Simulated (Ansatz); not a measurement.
## Computed properties of CoSi₂

```
Co Si
1.0
     0.00000    2.68250    2.68250
     2.68250    0.00000    2.68250
     2.68250    2.68250    0.00000
Co Si
1 2
Direct
  0.00000 0.00000 0.00000
  0.25000 0.25000 0.25000
  0.75000 0.75000 0.75000
```

Atom numbers follow the list: Co1, Si2, Si3.

Conventional cell: a = 5.365 Å, b = 5.365 Å, c = 5.365 Å, α = 90.00°, β = 90.00°, γ = 90.00°. Around Co (atom 1) lie 8 Si at 2.32 Å. Around Si (atom 2) lie 4 Co at 2.32 Å.

The cell is COD entry 1008148, as deposited and not checked against the literature; nothing was relaxed.

Levels of theory: DFT, PBE, all-electron LAPW, scalar-relativistic (Ansatz 0.2.0); DFT, PBE, PAW with Ansatz's default frozen-core files, scalar-relativistic (Ansatz 0.2.0).

For LAPW: a Γ-centred 11×11×11 k mesh, Fermi–Dirac smearing of 0.05 eV, basis error target 1 meV/atom, spin-polarised from start moments Co1 2 μB (the moments died away, and the run ended non-magnetic). PAW takes a cutoff of 420 eV at this cell. The Ansatz runs share mesh, smearing and spin set-up. Values come from LAPW unless marked.

```
Bader charges (from the PAW run) : Co1 -0.96, Si2 +0.48 e
Band gap                         : none: bands cross the Fermi level, a metal
Volume per atom                  : 12.87 Å³
```

Problem. Predict this quantity. Density of states at the Fermi level (0.2 eV bin).

Solution. 1.05 states/eV per cell.

Problem. Predict this quantity. Pressure at this cell.

Solution. -0.49 GPa.

Problem. Löwdin charges (with 0.33 e of the cell spilling out of the atomic basis, so their sizes and signs hang on that basis): what does the calculation give?

Solution. Co1 0.36, Si2 -0.01 e.
